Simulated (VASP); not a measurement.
## SnTe under changes of volume

One of the cells (30.362 Å³/atom); the others are scaled copies at fixed shape and fractional positions:

```
Te Sn
1.0
     3.93056    0.00000    0.00000
     0.00000    3.93056    0.00000
     0.00000    0.00000    3.93056
Te Sn
1 1
Direct
  0.50000 0.50000 0.50000
  0.00000 0.00000 0.00000
```

Measurements of this composition are mostly on another form, of space group No. 225.

* Program: VASP 6.6.1
* Functional: r2SCAN
* Potentials or basis: VASP PAW PBE potentials, release 64 (Te, Sn_d)
* Cutoff: 520 eV
* k mesh: 7 × 7 × 7
* Occupations: fermi-dirac, width 0.05 eV
* Spin: no spin polarisation

```csv
volume (Å³/atom),energy over the lowest point (meV/atom),pressure (GPa)
27.981,1.46,1.0
28.576,0.00,0.2
29.172,1.24,-0.6
30.362,?,?
30.958,17.93,-2.3
31.553,27.03,-2.8
```

**Question.** What does the run at 30.362 Å³/atom give?

**Answer.** Energy over the lowest point 10.40 meV/atom; pressure -1.8 GPa.

Worked out: A Birch-Murnaghan fit of order 3 (a polynomial in V^(-2/3)) to the other rows has its minimum at 28.59 Å³/atom with B0 = V·E''(V) = 34 GPa and B' = 5.0. It gives 10.44 meV/atom at 30.362 Å³/atom, against the run's 10.40, and -dE/dV = -1.8 GPa, against -1.8.

Energies are extrapolated to zero smearing.

Caveats: the PAW data sets were made with another functional, which shifts forces and pressure a little.
